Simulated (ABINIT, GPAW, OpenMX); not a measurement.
**The band gap of ZnO, sorted by core time**

**What was measured.** The band gap of ZnO (zincite) (P6_3mc) is reported as 3.38 eV (pmc:10652265, doi:10.1021/acsomega.3c06556). The runs below try to reproduce it.

The structure is hexagonal, space group P6_3mc (No. 186). The conventional cell has a = 3.249 Å, b = 3.249 Å, c = 5.206 Å, α = 90.00°, β = 90.00°, γ = 120.00°. Zn (site symmetry 3m) is surrounded by 4 O at 1.97 to 1.98 Å. O (site symmetry 3m) is surrounded by 4 Zn at 1.97 to 1.98 Å.

| rung | level | program and potentials | cutoff (eV) | k mesh | task | core time | chip | band gap (eV) | miss (eV) | notes |
| --- | --- | --- | --- | --- | --- | --- | --- | --- | --- | --- |
| LDA | LDA | GPAW, the program's PAW data sets (release 1.2.1) made for this functional | 600 | 8 × 8 × 4 | single point | 25 s | Arm Neoverse V2 | 0.73 | -2.65 | 9 valence electrons an atom on average |
| non-local van der Waals functional | vdW-DF-cx | GPAW, GPAW PAW data sets (gpaw-data 1.2.1) | 800 | 6 × 6 × 3 | band structure | 45 s | AMD EPYC 9R45 Zen 5 | 0.85 | -2.53 | coarse mesh; potentials made for PBE; 9 valence electrons an atom on average |
| GGA | BP86 | GPAW, PAW data sets generated for this functional | 800 | 6 × 6 × 3 | band structure | 74 s | Intel Xeon Platinum 8488C Sapphire Rapids | 0.81 | -2.57 | coarse mesh; 9 valence electrons an atom on average |
| GGA | RPBE | GPAW, the program's PAW data sets (release 1.2.1) made for this functional | 800 | 9 × 9 × 5 | band structure | 2.5 min | Arm Neoverse V2 | 0.90 | -2.48 | 9 valence electrons an atom on average |
| GGA | PBEsol | GPAW, PAW data sets generated for this functional | 800 | 8 × 8 × 4 | band structure | 2.6 min | Arm Neoverse V2 | 0.69 | -2.69 | 9 valence electrons an atom on average |
| meta-GGA | rSCAN | GPAW, GPAW PAW data sets (gpaw-data 1.2.1) | 800 | 6 × 6 × 3 | band structure | 3.7 min | Intel Xeon 6975P-C Granite Rapids | 1.25 | -2.13 | coarse mesh; potentials made for PBE; 9 valence electrons an atom on average |
| GGA | PBE | ABINIT, JTH PAW PBE v2.0 | 626 | 12 × 12 × 6 | single point | 4.5 min | Arm Neoverse V2 | 0.79 | -2.59 | 9 valence electrons an atom on average |
| GGA | PBE | OpenMX, OpenMX 2013 PBE set, Zn6.0H-s3p2d2, O6.0-s2p2d1, grid cutoff 500 Ry | - | 9 × 9 × 5 | band structure | 5.4 min | AMD EPYC 7571 | 1.26 | -2.12 | atomic basis; 13 valence electrons an atom on average |
| meta-GGA | r2SCAN | GPAW, GPAW PAW data sets (gpaw-data 1.2.1) | 800 | 8 × 8 × 4 | band structure | 8.5 min | Arm Neoverse V1 | 1.24 | -2.14 | potentials made for PBE; 9 valence electrons an atom on average |
| model potential | TB-mBJ | GPAW, GPAW PAW data sets for LDA (gpaw-data 1.2.1) | 800 | 8 × 8 × 4 | single point | 9.9 min | Arm Neoverse V1 | 2.54 | -0.84 | potentials made for LDA; 9 valence electrons an atom on average |

Times are single runs on shared hosts and different chips, so they are rough; meshes, cutoffs and the tasks' sizes weigh on the time. All rows: no spin polarisation. Gaps are the least found on the k mesh or the band path, and a mesh can miss the band edges. The cell comes from a database and isn't always the measured one. Meshes differ between rows, which moves values too. All levels ran on this one cell, unrelaxed unless noted. Meshes are those of the run's cell of 4 atoms unless a note names another. Misses use the values as printed. Runs on faulty files, with rough fits or with known faults for this quantity aren't shown. No row holds spin-orbit coupling.

By rung: LDA 0.73; GGA 0.69 to 0.90; meta-GGA 1.24; model potential 2.54; GGA on coarse meshes 0.81; GGA in atomic bases 1.26; non-local van der Waals functional on coarse meshes 0.85; meta-GGA on coarse meshes 1.25 (eV). Measured: 3.38 eV (pmc:10652265, doi:10.1021/acsomega.3c06556). Closest, coarse meshes and atomic bases left aside, is TB-mBJ (-0.84 eV). LDA and GGA gaps fall short mostly because these functionals lack the derivative discontinuity; the runs are for a static lattice, while measurements hold temperature and zero-point motion.

All the levels underestimate the gap, and the LDA and GGA plane-wave and grid runs keep less than a third of the measured value. ZnO is a hard case because its valence-band top is O 2p mixed with Zn 3d, while the conduction-band bottom is largely Zn 4s with some O s character. Semilocal functionals place the compact 3d shell too close to O 2p, and the exaggerated p–d repulsion pushes the valence top upward, adding to the usual gap error. r2SCAN, at 1.24 eV, recovers only a small part of the shortfall, whereas TB-mBJ recovers most of it.

The OpenMX result of 1.26 eV isn't evidence of a better PBE description: ABINIT gives 0.79 eV with the same functional, and the difference probably stems from the limited atomic basis or the pseudopotentials. Nor does longer computing time in itself bring the gap closer to experiment, as PBEsol takes longer than LDA yet gives a slightly smaller gap. TB-mBJ's better gap doesn't carry over to energetics or structure, since it is a potential without a corresponding energy functional.
